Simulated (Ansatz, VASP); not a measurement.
# TiSeS (TiSeS, 1T): VASP beside Ansatz, part 2 of 3

One calculation is typed for both programs; each brings its own data sets. How far apart do they land? The cell is invented: As first built, before any earlier steps moved the atoms (in the runner's words): 3x3x1 conventional cells of the TiSe2 type (27 atoms: 9 S, 9 Ti, 9 Se); Se/S share their sites, the best of 600 random draws by like-pair counts in two shells; start lattice by linear mixing of the end members' cells; atoms moved at random by 0.02 A. It may not be a known or stable phase. Of the first pair: The structure shown is the start of the Ansatz relaxation below; VASP solves that cell, so the two are compared at the walk's first step.

VASP 6.6.1 and Ansatz 0.2.0.

So far: Starting point; Ansatz: relaxation, PBE with D3(BJ).

### 3. VASP: single point, PBE with D3(BJ), start cell, pair 1

Level of this step: PBE with D3(BJ), no spin polarisation; plane waves and PAW (S, Ti_sv, Se); invented cell (VASP).

The same cell, functional, mesh and smearing now go to VASP, with its own data sets.

Lines of VASP's logs that name or quote its potential files are left out, and so is its time.

Input file INCAR:

```
SYSTEM = TiSeS
PREC = Accurate
ENCUT = 400
EDIFF = 1E-06
NELM = 120
ISMEAR = 1
SIGMA = 0.15
LREAL = .FALSE.
ALGO = Normal
GGA = PE
IVDW = 12
NBANDS = 128
LASPH = .TRUE.
LORBIT = 11
LWAVE = .FALSE.
LCHARG = .FALSE.
ISIF = 2
GGA_COMPAT = .FALSE.
KPAR = 4
```

Input file POSCAR:

```
TiSeS
1.0
   10.4220000000      0.0000000000      0.0000000000
   -5.2110000000      9.0257200000      0.0000000000
    0.0000000000      0.0000000000      5.8495000000
S Ti Se
9 9 9
Direct
    0.2226283503      0.1112709014      0.7437045901
    0.2225383158      0.7739770345      0.7411573639
    0.4411822048      0.2208023293      0.2534917514
    0.4463483104      0.5578280735      0.2525344046
    0.5580506568      0.4491276042      0.7476194547
    0.7757065007      0.2239710516      0.2556799726
    0.7784341475      0.5564653014      0.2582442944
    0.8907221636      0.4467676817      0.7462176254
    0.8913986351      0.7791511370      0.7420463287
    0.9994037337      0.0042766671      0.9972647235
    0.9992270094      0.3357405282      0.0039832464
    0.0012270489      0.6696197090      0.9983759296
    0.3312475419      0.9970949686      0.0071459099
    0.3345197008      0.3350536024      0.9947516882
    0.3324750029      0.6628390865      0.9979314471
    0.6697541966      0.0033349140      0.0057269852
    0.6654028070      0.3306329024      0.0015727840
    0.6668706705      0.6684563669      0.0019488845
    0.1154363908      0.2238491777      0.2550474400
    0.1119647874      0.5551136087      0.2539362339
    0.2211195282      0.4441196935      0.7430036755
    0.1098019583      0.8857908289      0.2538849474
    0.5560584798      0.1095646663      0.7415676554
    0.4475117948      0.8878848446      0.2614069579
    0.5561717031      0.7790292630      0.7480468416
    0.8869900725      0.1095203485      0.7453115651
    0.7786924407      0.8906990246      0.2537994700
```

Input file KPOINTS:

```
Automatic mesh
0
Gamma
3 3 4
0 0 0
```

PAW data sets: S, Ti_sv and Se (PBE family, release 64).

The run is started by

```sh
$ mpirun -np 4 vasp_std
```

Numbers of over 12 decimals in the logs are rounded to 6 here.

Output:

```text
[banner, memory and clock lines left out]
running    4 mpi-ranks, on    1 nodes
 distrk:  each k-point on    1 cores,    4 groups
 distr:  one band on    1 cores,    1 groups

 POSCAR found type information on POSCAR S TiSe
 POSCAR found :  3 types and      27 ions
|                                                                             |
|               ----> ADVICE to this user running VASP <----                  |
|                                                                             |
|     You have a (more or less) 'large supercell' and for larger cells it     |
|     might be more efficient to use real-space projection operators.         |
|     Therefore, try LREAL= Auto in the INCAR file.                           |
|     Mind: For very accurate calculation, you might also keep the            |
|     reciprocal projection scheme (i.e. LREAL=.FALSE.).                      |
|                                                                             |

 LDA part: xc-table for (Slater+PW92), standard interpolation
 POSCAR, INCAR and KPOINTS ok, starting setup
 FFT: planning ... GRIDC
 FFT: planning ... GRID_SOFT
 FFT: planning ... GRID
 WAVECAR not read
 entering main loop
       N       E                     dE             d eps       ncg     rms          rms(c)
DAV:   1     0.241794009153E+04    0.24179E+04   -0.86218E+04  4872   0.144E+03
DAV:   2     0.241932397850E+03   -0.21760E+04   -0.21076E+04  4920   0.456E+02
DAV:   3    -0.156239776145E+03   -0.39817E+03   -0.38543E+03  7080   0.172E+02
DAV:   4    -0.197840735659E+03   -0.41601E+02   -0.41361E+02  7064   0.515E+01
DAV:   5    -0.201514599553E+03   -0.36739E+01   -0.36712E+01  7408   0.133E+01    0.400E+01
DAV:   6    -0.182625867322E+03    0.18889E+02   -0.34153E+02  6664   0.581E+01    0.346E+01
DAV:   7    -0.173326634549E+03    0.92992E+01   -0.18544E+02  6528   0.411E+01    0.152E+01
DAV:   8    -0.170365768007E+03    0.29609E+01   -0.19376E+01  6536   0.146E+01    0.622E+00
DAV:   9    -0.170842308900E+03   -0.47654E+00   -0.35982E+00  7144   0.502E+00    0.587E+00
DAV:  10    -0.170486896530E+03    0.35541E+00   -0.17689E+00  7192   0.500E+00    0.337E+00
DAV:  11    -0.170496521014E+03   -0.96245E-02   -0.18892E+00  6864   0.420E+00    0.224E+00
DAV:  12    -0.170419355168E+03    0.77166E-01   -0.33277E-01  6760   0.211E+00    0.870E-01
DAV:  13    -0.170415737094E+03    0.36181E-02   -0.55405E-02  7040   0.105E+00    0.373E-01
DAV:  14    -0.170415965748E+03   -0.22865E-03   -0.60444E-03  6712   0.339E-01    0.311E-01
DAV:  15    -0.170415913189E+03    0.52559E-04   -0.72740E-04  6664   0.134E-01    0.225E-01
DAV:  16    -0.170415806924E+03    0.10627E-03   -0.38358E-04  6976   0.110E-01    0.147E-01
DAV:  17    -0.170415732616E+03    0.74308E-04   -0.14438E-04  6824   0.522E-02    0.104E-01
DAV:  18    -0.170415685346E+03    0.47270E-04   -0.94286E-05  7152   0.355E-02    0.629E-02
DAV:  19    -0.170415663904E+03    0.21442E-04   -0.47795E-05  7016   0.292E-02    0.372E-02
DAV:  20    -0.170415652203E+03    0.11701E-04   -0.34590E-05  6576   0.203E-02    0.172E-02
DAV:  21    -0.170415650580E+03    0.16226E-05   -0.15618E-05  6704   0.125E-02    0.353E-03
DAV:  22    -0.170415650658E+03   -0.78340E-07   -0.10794E-06  3576   0.533E-03
   1 F= -.18136744E+03 E0= -.18136405E+03  d E =-.101746E-01
```

Parts of OUTCAR (step 3):

```text
ion  position               nearest neighbor table
   1  0.223  0.111  0.744-  14 2.50  10 2.50  13 2.53
   2  0.223  0.774  0.741-  15 2.50  12 2.50  13 2.55
   3  0.441  0.221  0.253-  13 2.48  17 2.50  14 2.50
   4  0.446  0.558  0.253-  18 2.47  15 2.47  14 2.51
   5  0.558  0.449  0.748-  18 2.48  14 2.48  17 2.52
   6  0.776  0.224  0.256-  17 2.46  16 2.47  11 2.50
   7  0.778  0.556  0.258-  18 2.51  12 2.52  17 2.53
   8  0.891  0.447  0.746-  11 2.49  12 2.49  17 2.52
   9  0.891  0.779  0.742-  12 2.48  10 2.52  18 2.53
  10  0.999  0.004  0.997-  26 2.46  19 2.49  27 2.49   1 2.50   9 2.52  22 2.55
  11  0.999  0.336  0.004-  20 2.46   8 2.49   6 2.50  21 2.52  19 2.53  26 2.54
  12  0.001  0.670  0.998-  22 2.46   9 2.48   8 2.49   2 2.50   7 2.52  20 2.52
  13  0.331  0.997  0.007-  22 2.47   3 2.48  24 2.52   1 2.53   2 2.55  23 2.56
  14  0.335  0.335  0.995-   5 2.48  21 2.49  19 2.50   1 2.50   3 2.50   4 2.51
  15  0.332  0.663  0.998-  21 2.47   4 2.47  20 2.49  25 2.49   2 2.50  24 2.55
  16  0.670  0.003  0.006-   6 2.47  27 2.47  26 2.48  24 2.50  23 2.52  25 2.52
  17  0.665  0.331  0.002-   6 2.46   3 2.50  23 2.51   5 2.52   8 2.52   7 2.53
  18  0.667  0.668  0.002-   4 2.47   5 2.48  27 2.49  25 2.49   7 2.51   9 2.53
  19  0.115  0.224  0.255-  10 2.49  14 2.50  11 2.53
  20  0.112  0.555  0.254-  11 2.46  15 2.49  12 2.52
  21  0.221  0.444  0.743-  15 2.47  14 2.49  11 2.52
  22  0.110  0.886  0.254-  12 2.46  13 2.47  10 2.55
  23  0.556  0.110  0.742-  17 2.51  16 2.52  13 2.56
  24  0.448  0.888  0.261-  16 2.50  13 2.52  15 2.55
  25  0.556  0.779  0.748-  18 2.49  15 2.49  16 2.52
  26  0.887  0.110  0.745-  10 2.46  16 2.48  11 2.54
  27  0.779  0.891  0.254-  16 2.47  18 2.49  10 2.49

  LATTYP: Found a hexagonal cell.
 ALAT       =    10.4220000000
 C/A-ratio  =     0.5612646325

 Subroutine GETGRP returns: Found  1 space group operations
 (whereof  1 operations were pure point group operations)

The static configuration has the point symmetry C_1 .

 Found     19 irreducible k-points:

   k-points           NKPTS =     19   k-points in BZ     NKDIM =     19   number of bands    NBANDS=    128

   dimension x,y,z NGX =    70 NGY =   70 NGZ =   40
   dimension x,y,z NGXF=   140 NGYF=  140 NGZF=   80

   ENCUT  =  400.0 eV  29.40 Ry    5.42 a.u.  17.00 17.00  9.54*2*pi/ulx,y,z

   NELECT =     216.0000    total number of electrons

 k-points in reciprocal lattice and weights: Automatic mesh
   0.00000000  0.00000000  0.00000000       0.028
   0.33333333  0.00000000  0.00000000       0.056
   0.00000000  0.33333333  0.00000000       0.056
  -0.33333333  0.33333333  0.00000000       0.056
   0.33333333  0.33333333  0.00000000       0.056
   0.00000000  0.00000000  0.25000000       0.056
   0.33333333  0.00000000  0.25000000       0.056
   0.00000000  0.33333333  0.25000000       0.056
  -0.33333333  0.33333333  0.25000000       0.056
[...]
-0.33333333  0.33333333  0.50000000       0.056
   0.33333333  0.33333333  0.50000000       0.056

 average (electrostatic) potential at core
       1 -86.0493       2 -86.0743       3 -86.0753       4 -86.1181       5 -86.0411
       6 -86.1538       7 -85.9832       8 -86.0482       9 -86.0270      10 -76.5569
      11 -76.5871      12 -76.6788      13 -76.6666      14 -76.7227      15 -76.5663
      16 -76.4762      17 -76.7933      18 -76.6961      19 -52.9350      20 -52.9418
      21 -52.9637      22 -52.9387      23 -52.8769      24 -52.9048      25 -52.9238
      26 -52.9596      27 -52.9643

 E-fermi :   5.1357

 k-point     1 :       0.0000    0.0000    0.0000
  band No.  band energies     occupation
    ...
    101       3.7309      2.00000
    102       3.7742      2.00000
    103       3.8167      2.00000
    104       3.8313      2.00000
    105       3.8520      2.00000
    106       5.1832      0.49266
    107       5.2907     -0.05656
    108       5.3141     -0.07051
    109       5.3308     -0.06930
    110       5.3626     -0.05415
    ...

 k-point     2 :       0.3333    0.0000    0.0000
  band No.  band energies     occupation
    ...
    104       4.1622      2.00000
    105       4.2500      2.00000
    106       4.5494      2.00000
    107       4.7589      2.00220
    108       5.1294      1.07132
    109       5.2649     -0.00839
    110       5.5195     -0.00177
    111       5.6586     -0.00001
    112       5.6794     -0.00000
    113       5.6865     -0.00000
    ...

 k-point     3 :       0.0000    0.3333    0.0000
  band No.  band energies     occupation
    ...
    104       4.1654      2.00000
    105       4.2478      2.00000
    106       4.5375      2.00000
    107       4.7685      2.00291
    108       5.1277      1.08941
    109       5.2598      0.00639
    110       5.5173     -0.00190
    111       5.6653     -0.00001
    112       5.6769     -0.00000
    113       5.6874     -0.00000
    ...

 Edisp (eV)  -10.95179

  Total     -10.95446   -10.77530    -8.61377     0.12539     0.14416     0.07498
  in kB     -31.89701   -31.37533   -25.08142     0.36512     0.41978     0.21832
  external pressure =      -29.45 kB  Pullay stress =        0.00 kB

  energy-cutoff  :      400.00
  volume of cell :      550.24
      direct lattice vectors                 reciprocal lattice vectors
    10.422000000  0.000000000  0.000000000     0.095950873  0.055397243  0.000000000
    -5.211000000  9.025720000  0.000000000     0.000000000  0.110794485  0.000000000
     0.000000000  0.000000000  5.849500000     0.000000000  0.000000000  0.170954782

 POSITION                                       TOTAL-FORCE (eV/Angst)
 -----------------------------------------------------------------------------------
      1.74040      1.00430      4.35030         0.038203      0.097385      1.001119
     -1.71390      6.98570      4.33540        -0.093135      0.228411      1.149956
      3.44740      1.99290      1.48280         0.156743      0.057706     -0.963776
      1.74500      5.03480      1.47720         0.017335     -0.111883     -0.827523
      3.47560      4.05370      4.37320         0.055015     -0.188673      0.882765
      6.91730      2.02150      1.49560         0.064950      0.078581     -0.767030
      5.21310      5.02250      1.51060         0.011508      0.006751     -1.164668
      6.95500      4.03240      4.36500        -0.091205     -0.240416      0.964377
      5.23000      7.03240      4.34060        -0.087215     -0.074564      1.077100
     10.39350      0.03860      5.83350         0.805075     -0.461170     -0.957101
      8.66440      3.03030      0.02330        -0.938365      0.000731     -0.214854
     -3.47660      6.04380      5.84000        -0.691115     -0.502226     -1.097801
     -1.74360      8.99950      0.04180        -0.191365      0.434812     -0.760011
      1.74040      3.02410      5.81880         1.209382     -0.173780     -0.045906
      0.01100      5.98260      5.83740        -0.000528      0.362372      0.110716
      6.96280      0.03010      0.03350        -0.369037      0.417807      0.286333
      5.21190      2.98420      0.00920        -0.110699      0.802408      0.369640
      3.46680      6.03330      0.01140         0.764404     -1.146687     -0.092205
      0.03660      2.02040      1.49190        -0.143378     -0.021377      0.679634
     -1.72580      5.01030      1.48540        -0.115071      0.040112      0.880406
     -0.00980      4.00850      4.34620        -0.026980     -0.125438     -0.760776
     -3.47150      7.99490      1.48510        -0.078041      0.162731      0.851229
      5.22430      0.98890      4.33780        -0.202973      0.144120     -0.362287
      0.03720      8.01380      1.52910        -0.297432     -0.035812      0.434376
      1.73690      7.03130      4.37570         0.065929      0.018735     -0.790554
      8.67350      0.98850      4.35970         0.057374      0.266371     -0.858666
      3.47410      8.03920      1.48460         0.190619     -0.037007      0.975507
 -----------------------------------------------------------------------------------
    total drift:                                0.000432     -0.000178      0.000352

  FREE ENERGIE OF THE ION-ELECTRON SYSTEM (eV)
  ---------------------------------------------------
  free  energy   TOTEN  =      -181.3674445284 eV

  energy  without entropy=     -181.3572699075  energy(sigma->0) =     -181.36405299

 total charge
# of ion       s       p       d       tot
------------------------------------------
    1        1.356   2.332   0.000   3.688
    2        1.356   2.332   0.000   3.688
    3        1.356   2.337   0.000   3.693
    4        1.356   2.343   0.000   3.699
    5        1.357   2.336   0.000   3.693
    6        1.356   2.346   0.000   3.702
    7        1.358   2.325   0.000   3.682
    8        1.357   2.333   0.000   3.690
    9        1.357   2.330   0.000   3.687
   10        2.183   6.174   1.840  10.197
   11        2.181   6.173   1.836  10.190
   12        2.178   6.167   1.792  10.137
   13        2.178   6.163   1.802  10.143
   14        2.178   6.167   1.790  10.135
   15        2.184   6.178   1.841  10.203
   16        2.187   6.183   1.869  10.240
   17        2.173   6.156   1.759  10.088
   18        2.179   6.168   1.792  10.138
   19        1.474   2.383   0.039   3.896
   20        1.475   2.385   0.040   3.901
   21        1.475   2.384   0.040   3.900
   22        1.476   2.383   0.040   3.899
   23        1.476   2.363   0.037   3.876
   24        1.475   2.370   0.038   3.882
   25        1.475   2.383   0.040   3.897
   26        1.475   2.385   0.041   3.901
   27        1.474   2.393   0.041   3.908
--------------------------------------------------
tot         45.104  97.972  16.679 159.755

[... 3 further parts left out ...]
```

The k-mesh is coarse for a metal.

The run ends at a pressure of -2.95 GPa, with forces up to 1.4 eV/Å.

### 4. Differences

Known differences besides the potentials themselves: the data sets hold 306 valence electrons in Ansatz (on its default PAW (the set named soft_2) files) and 216 in VASP; the cutoff is 420 eV in Ansatz and 400 eV in VASP. Total energies have different zeros and are not compared.

Forces on 10 of the 27 atoms, those with the largest forces and the largest differences (eV/Å; atoms numbered as in POSCAR):

| atom | Ansatz x, y, z | VASP x, y, z |
| --- | --- | --- |
| S2 | -0.093, 0.227, 1.161 | -0.093, 0.228, 1.150 |
| S7 | 0.012, 0.008, -1.175 | 0.012, 0.007, -1.165 |
| S9 | -0.087, -0.076, 1.087 | -0.087, -0.075, 1.077 |
| Ti10 | 0.792, -0.454, -0.950 | 0.805, -0.461, -0.957 |
| Ti12 | -0.684, -0.494, -1.088 | -0.691, -0.502, -1.098 |
| Ti14 | 1.192, -0.174, -0.049 | 1.209, -0.174, -0.046 |
| Ti18 | 0.753, -1.133, -0.091 | 0.764, -1.147, -0.092 |
| Se19 | -0.142, -0.023, 0.651 | -0.143, -0.021, 0.680 |
| Se21 | -0.024, -0.125, -0.730 | -0.027, -0.125, -0.761 |
| Se27 | 0.192, -0.037, 0.945 | 0.191, -0.037, 0.976 |

The forces differ by 11 meV/Å r.m.s., which is 2.0 % of the r.m.s. force of 0.552 eV/Å (both taken over all components).

### 5. Ansatz: relaxation, PBE with D3(BJ)

This run makes the geometry at which the two programs are then compared. The cell compared in this pair holds 520.35 Å³, against 550.24 Å³ for the pair before.

The structure compared here is the end of the Ansatz relaxation.

Input file input.yaml:

```yaml
crystal:
  lattice:
    - [10.422, 0.0, 0.0]
    - [-5.211, 9.02572, 0.0]
    - [0.0, 0.0, 5.8495]
  atoms:
    - { symbol: S, position: [0.22263, 0.11127, 0.7437] }
    - { symbol: S, position: [0.22254, 0.77398, 0.74115] }
    - { symbol: S, position: [0.44118, 0.2208, 0.2535] }
    - { symbol: S, position: [0.44635, 0.55783, 0.25253] }
    - { symbol: S, position: [0.55805, 0.44913, 0.74762] }
    - { symbol: S, position: [0.77571, 0.22397, 0.25568] }
    - { symbol: S, position: [0.77843, 0.55646, 0.25824] }
    - { symbol: S, position: [0.89072, 0.44677, 0.74622] }
    - { symbol: S, position: [0.8914, 0.77915, 0.74205] }
    - { symbol: Ti, position: [0.99941, 0.00428, 0.99726] }
    - { symbol: Ti, position: [0.99923, 0.33574, 0.00398] }
    - { symbol: Ti, position: [0.00123, 0.66962, 0.99837] }
    - { symbol: Ti, position: [0.33125, 0.9971, 0.00714] }
    - { symbol: Ti, position: [0.33452, 0.33505, 0.99476] }
    - { symbol: Ti, position: [0.33248, 0.66284, 0.99794] }
    - { symbol: Ti, position: [0.66976, 0.00334, 0.00573] }
    - { symbol: Ti, position: [0.6654, 0.33063, 0.00157] }
    - { symbol: Ti, position: [0.66687, 0.66846, 0.00195] }
    - { symbol: Se, position: [0.11544, 0.22385, 0.25505] }
    - { symbol: Se, position: [0.11196, 0.55511, 0.25394] }
    - { symbol: Se, position: [0.22112, 0.44412, 0.743] }
    - { symbol: Se, position: [0.1098, 0.88579, 0.25388] }
    - { symbol: Se, position: [0.55606, 0.10956, 0.74157] }
    - { symbol: Se, position: [0.44751, 0.88789, 0.26141] }
    - { symbol: Se, position: [0.55617, 0.77903, 0.74804] }
    - { symbol: Se, position: [0.88699, 0.10952, 0.74531] }
    - { symbol: Se, position: [0.77869, 0.8907, 0.2538] }
kpoints:
  mp_grid: { grid: [3, 3, 4] }
hamiltonian:
  xc: pbe
  dispersion: d3bj
scf:
  occupations: { method: methfessel_paxton, width: 0.15 }
output:
  forces: true
  stress: true
relax:
  f_tol: 0.02
  max_steps: 45
  cell: { stress_tol: 0.1 }
```

The run is started by

```sh
$ ansatz run input.yaml --threads 8 --pin off --max-ram 15360MiB --backend cpu --events-out ev --progress --plain --runs-dir out
```

Output:

```text
[...]
Crystal: 27 atoms, lattice volume = 550.239 Å³
Basis set: ecut = 420 eV, 10705 PW (Γ), exchange–correlation on 144×144×80 points (8 copies of the dense FFT grid, shifted against one another)
Bands: 184, of which v1, the nominal top of the filled ones, is band 153 counted from 1 (152 counted from 0)
Symmetry: 1 space group operations
[...]
- { symbol: Se, position: [0.110174, 0.555441, 0.276987] }
    - { symbol: Se, position: [0.222555, 0.444003, 0.726366] }
    - { symbol: Se, position: [0.111164, 0.887793, 0.279021] }
    - { symbol: Se, position: [0.555257, 0.114090, 0.722021] }
    - { symbol: Se, position: [0.444663, 0.889842, 0.273216] }
    - { symbol: Se, position: [0.556614, 0.777476, 0.726662] }
    - { symbol: Se, position: [0.890864, 0.112079, 0.724540] }
    - { symbol: Se, position: [0.776995, 0.887127, 0.270970] }
[key lines of the parts left out:]
SCF converged after 6 iterations
Free energy (F): -79880.905061 eV
Fermi energy:    9.679876 eV
P = ⅓ Tr σ = 0.0252 GPa (0.252 kbar)
```

[end of part 2 of 3]

[Lines on the potential files, build, host, timing and source positions are cut from VASP's logs without a mark.]

[Logs are printed without paths, hosts, clocks, repeated set-up lines and the standing remarks that a program may print on its own settings, such as how far it seeks lower states.]

[Hosts, paths, dates, database ids (printed as entryN), source tags and the programs' standing remarks are cut or masked in the printed files.]
